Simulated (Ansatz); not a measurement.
Ni, DFT, PBE, PAW with Ansatz's default frozen-core files, scalar-relativistic (Ansatz 0.2.0), run on 1 thread of Arm Neoverse V2 on a shared host.

The cell comes from COD entry 2100640, which wasn't checked; take it as a given geometry. The listed cell was then made from it by scaling, straining or moving an atom.

Command: `ansatz run input.yaml --threads 1 --pin off --max-ram 3072MiB --backend cpu --events-out ev --progress --plain --runs-dir out`

```yaml
crystal:
  lattice:
    - [0.0, 1.76795, 1.7502705]
    - [1.76795, 0.0, 1.7502705]
    - [1.76795, 1.76795, 0.0]
  atoms:
    - { symbol: Ni, position: [0.0, 0.0, 0.0], spin: 1.5 }
magnetization:
  spin_polarized: true
kpoints:
  mp_grid: { grid: [20, 20, 20] }
scf:
  occupations: { method: fermi_dirac, width: 0.05 }
hamiltonian:
  xc: pbe
  pseudopotentials: { kind: paw }
output:
  forces: true
  stress: true
  eigenvalues: true
  efg: { contact_densities: true }
  write_density: true
  write_potential: true
  elf: true
  volumetric_format: npy
```

**Question.** How large is the problem that the program sets up?

**Answer.** 641 irreducible k-points, 181 plane waves at Γ, 14 bands.

**Question.** Estimate the wall time and the peak memory.

**Answer.** 23 s of wall time for 11 SCF iterations, with a peak of 0.48 GiB. Times on shared machines scatter by tens of per cent.

**Question.** And the same cell and mesh by crystal-made all-electron datasets, asked for forces, stress, eigenvalues, efg, on the same hardware?

**Answer.** 69 s, peak memory 1 GiB.
